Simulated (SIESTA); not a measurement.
ZnS: equation of state with LDA

**Experimental background.**

“Electronic, vibrational, and thermodynamic properties of ZnS (zincblende and rocksalt structure)”, 2009, arxiv:0911.5022 quotes, for a bulk crystal of ZnS: bulk modulus 76.9 GPa.

ZnS:

```
Zn S
1.0
     0.00000    2.70200    2.70200
     2.70200    0.00000    2.70200
     2.70200    2.70200    0.00000
Zn S
1 1
Cartesian
  4.0530 4.0530 4.0530
  0.0000 0.0000 0.0000
```

| Property | Result |
| --- | --- |
| Program | SIESTA 5.4.2 |
| Task | equation of state |
| Functional | LDA |
| Potentials or basis | PseudoDojo 0.4 standard (LDA files) |
| Basis | DZP (energy shift 0.003 Ry; two zetas on semicore shells) |
| Grid cutoff | 800 Ry |
| Energy shift | 0.003 Ry |
| k mesh | 9 × 9 × 9 |
| Occupations | fermi-dirac, width 0.05 eV |
| Spin | no spin polarisation |

```
Equilibrium volume                      : 18.81 Å³/atom
Bulk modulus                            : 86 GPa
Pressure derivative of the bulk modulus : 4.2
```

Energy against volume, from the lowest point:
```csv
volume (Å³/atom),energy (meV/atom)
18.543,0.76
18.938,0.00
19.332,3.51
19.727,10.83
20.121,21.62
20.516,35.48
20.910,52.08
```

All runs of the series together: 110 s on 1 thread of Arm Neoverse V2, on a shared host.

A measured bulk modulus of ZnS is 76.9 GPa (quoted in “Electronic, vibrational, and thermodynamic properties of ZnS (zincblende and rocksalt structure)”, 2009, arxiv:0911.5022); the calculated 86 GPa misses it by +11.4 %. The fit is for a static lattice scaled at fixed shape and fixed fractional positions.

Caveat: short orbitals over semicore shells can move pressures by several GPa; the basis of atomic orbitals isn't converged, which shifts pressures, moduli and gaps. LDA usually gives volumes a few per cent too small.
